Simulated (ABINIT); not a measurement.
The system is SnO2.

```
CELL_PARAMETERS angstrom
1.61709 0.93363 4.80059
-1.61709 0.93363 4.80059
0.00000 -1.86726 4.80059
ATOMIC_POSITIONS crystal
Sn 0.50000 0.50000 0.50000
O 0.76283 0.76283 0.76283
O 0.23717 0.23717 0.23717
```

Measurements of this composition are mostly on another form, of space group No. 136.

```yaml
Program: ABINIT 10.8.3 (patched build)
Task: single point
Functional: PBE
Potentials_or_basis: JTH PAW PBE v2.0
Cutoff: 626 eV
k_mesh: 10 × 10 × 10
Occupations: fermi-dirac, width 0.05 eV
Spin: no spin polarisation
```

On this cell: pressure -1.2 GPa; largest force 0.188 eV/Å; band gap on the k mesh 1.92 eV, indirect (least direct gap 2.04 eV).

The same run follows on a disturbed copy (atoms moved at random, drawn with an rms of 0.05 Å):

```xyz
3
Lattice="1.6171 0.9336 4.8006 -1.6171 0.9336 4.8006 0.0000 -1.8673 4.8006" Properties=species:S:1:pos:R:3 pbc="T T T"
Sn    0.0321    0.0144    7.2651
O     0.0185    0.0541   11.0151
O    -0.0411    0.0163    3.4387
```

Question: What does the disturbed cell give?

Answer: The energy moves by +14.1 meV/atom; pressure -0.5 GPa; largest force 0.995 eV/Å; band gap on the k mesh 1.90 eV, indirect (least direct gap 2.05 eV).

Forces on the atoms (eV/Å):
```
Sn  -0.631  0.142 -0.756
O   -0.021 -0.278  0.477
O    0.652  0.136  0.279
```

Stress tensor (GPa, compression positive):
```
-0.37  0.30  2.34
 0.30 -0.34  1.51
 2.34  1.51 -0.86
```

Caveats: spin-orbit coupling is left out, which moves the levels of the heavy elements; the atomic spheres overlap (some runs).

A k mesh can miss the band edges.
